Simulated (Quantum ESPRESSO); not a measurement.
## ZrC under changes of volume

One of the cells (13.228 Å³/atom); the others are scaled copies at fixed shape and fractional positions:

```
Zr C
1.0
     0.00000    2.36500    2.36500
     2.36500    0.00000    2.36500
     2.36500    2.36500    0.00000
Zr C
1 1
Direct
  0.50000 0.50000 0.50000
  0.00000 0.00000 0.00000
```

- Program: Quantum ESPRESSO 7.5
- Functional: LDA
- Potentials or basis: GBRV 1.5 LDA
- Cutoff: 612 eV
- Density cutoff: 4898 eV
- k mesh: 10 × 10 × 10
- Occupations: fermi-dirac, width 0.05 eV
- Spin: no spin polarisation

```csv
volume (Å³/atom),energy over the lowest point (meV/atom),pressure (GPa)
12.434,0.00,1.3
12.699,1.93,-3.8
12.963,11.87,-8.3
13.228,28.94,-12.5
13.493,52.45,-16.1
13.757,81.76,-19.5
14.022,?,?
```

Q: What does the run at 14.022 Å³/atom give?

A: Energy over the lowest point 116.22 meV/atom; pressure -22.4 GPa.

Worked out: A Birch-Murnaghan fit of order 3 (a polynomial in V^(-2/3)) to the other rows has its minimum at 12.50 Å³/atom with B0 = V·E''(V) = 245 GPa and B' = 3.9. It gives 116.38 meV/atom at 14.022 Å³/atom, against the run's 116.22, and -dE/dV = -22.4 GPa, against -22.4.

Energies are extrapolated to zero smearing.
